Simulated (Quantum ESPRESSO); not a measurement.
Input of a Quantum ESPRESSO 7.5 run:

Contents of run.py:

```python
import numpy as np
from ase.calculators.espresso import Espresso, EspressoProfile
from ase.io import read

atoms = read('POSCAR')

input_data = {
    'control': {'calculation': 'scf', 'prefix': 'pwscf', 'outdir': './tmp', 'tprnfor': True, 'tstress': True, 'disk_io': 'nowf'},
    'system': {'ecutwfc': 45.0, 'ecutrho': 360.0, 'nbnd': 13, 'occupations': 'smearing', 'smearing': 'fd', 'degauss': 0.00367493},
    'electrons': {'conv_thr': 2e-10, 'electron_maxstep': 120, 'mixing_beta': 0.5},
}
pseudopotentials = {'Sb': 'sb_pbesol_v1.4.uspp.F.UPF'}
profile = EspressoProfile(command='mpirun -n 2 pw.x -nk 2', pseudo_dir='pseudo')
dft = Espresso(profile=profile, input_data=input_data, pseudopotentials=pseudopotentials, kpts=(8, 8, 8), koffset=(0, 0, 0))
atoms.calc = dft

print(f'energy {atoms.get_potential_energy():.8f} eV')
print('forces (eV/A)')
print(np.round(atoms.get_forces(), 6))
print('stress (eV/A^3, Voigt)')
print(np.round(atoms.get_stress(), 8))
print(f'Fermi level {dft.get_fermi_level():.4f} eV')
```

Contents of POSCAR:

```
Sb
1.0
    3.1600000000      0.0000000000      0.0000000000
    0.0000000000      3.1600000000      0.0000000000
    0.0000000000      0.0000000000      3.1600000000
Sb
1
Direct
    0.0000000000      0.0000000000      0.0000000000
```

Potentials or basis: GBRV 1.5 PBEsol.

Run with:

```bash
$ OMP_NUM_THREADS=1 python run.py
```

**Question.** What does it give for the band gap on the k mesh?

**Answer.** None (metal or under the smearing width).

**Question.** Predict the pressure.

**Answer.** -4.8 GPa.

Spin-orbit coupling is left out, which matters for the levels of Sb.
